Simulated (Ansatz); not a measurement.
GaN built on the zincblende prototype, relaxed with r2SCAN in Ansatz. Space group F-43m (No. 216), cubic; a = 4.498 Å in the conventional setting, 11.37 Å³ an atom. Ga is surrounded by 4 N at 1.95 Å; N is surrounded by 4 Ga at 1.95 Å.

The axes x, y and z are those of this cell:
```yaml
crystal:
  lattice:
    - [0.00000, 2.24895, 2.24895]
    - [2.24895, 0.00000, 2.24895]
    - [2.24895, 2.24895, 0.00000]
  atoms:
    - { symbol: Ga, position: [0.00000, 0.00000, 0.00000] }
    - { symbol: N, position: [0.25000, 0.25000, 0.25000] }
```

Unstrained: With PBE the gap is 1.756 eV and direct, at Γ. With r2SCAN the gap is 2.168 eV and direct, at Γ. The HSE06 gap is direct at Γ: 3.005 eV. Meshes: PBE 10×10×10, r2SCAN 10×10×10, HSE06 6×6×6. Strains are changes of length per length. After each strain the atoms were relaxed again with r2SCAN within the symmetry that the strain leaves, so tilts or polar shifts that break it weren't tested; points keep the names that they have in the unstrained zone. Calculated for a static, non-magnetic cell.

Question: One strain changed the r2SCAN stress by xx -8.32, yy -4.10, zz -4.10 GPa (compression positive) and the gap by -0.240 eV (PBE), -0.250 eV (r2SCAN), -0.269 eV (HSE06). Which kind of strain was it, and roughly how large?

Answer: Uniaxial +3.0 % along x, other directions held. The pattern of the stress gives the kind; the size needs the stiffness, so it is an estimate.

Question: Estimate what isotropic +1.0 % on every length does to the gap.

Answer: PBE: the gap goes from 1.756 to 1.564 eV (-0.192 eV). r2SCAN: the gap goes from 2.168 to 1.968 eV (-0.200 eV). HSE06: the gap goes from 3.005 to 2.784 eV (-0.221 eV). The r2SCAN energy rises by 6.1 meV an atom.

Question: Estimate what epitaxial -1.0 % in the xy plane, free normal strain +1.06 % does to the gap.

Answer: PBE: the gap goes from 1.756 to 1.782 eV (+0.026 eV); with r2SCAN the top three valence levels at Γ, degenerate before, become 2+1 from the top over 101 meV. r2SCAN: the gap goes from 2.168 to 2.198 eV (+0.030 eV). HSE06: the gap goes from 3.005 to 3.041 eV (+0.036 eV). The r2SCAN energy rises by 2.0 meV an atom.

Question: Estimate what epitaxial +4.0 % in the plane normal to [111], free normal strain -1.61 % does to the gap.

Answer: PBE: the gap goes from 1.756 to 1.108 eV (-0.648 eV); with r2SCAN the top three valence levels at Γ, degenerate before, become 1+2 from the top over 278 meV. r2SCAN: the gap goes from 2.168 to 1.494 eV (-0.674 eV). HSE06: the gap goes from 3.005 to 2.301 eV (-0.704 eV). The r2SCAN energy rises by 48.0 meV an atom.

Question: Estimate what isotropic -5.0 % on every length does to the gap.

Answer: PBE: the gap goes from 1.756 to 2.732 eV (+0.976 eV). r2SCAN: the gap goes from 2.168 to 3.197 eV (+1.029 eV). HSE06: the gap goes from 3.005 to 4.128 eV (+1.123 eV). The r2SCAN energy rises by 185.8 meV an atom.

The meshes of the hybrids are coarse, so their gaps aren't converged to the digits shown.

The splittings at Γ are without spin-orbit coupling, which regroups them where it is of like size or larger.
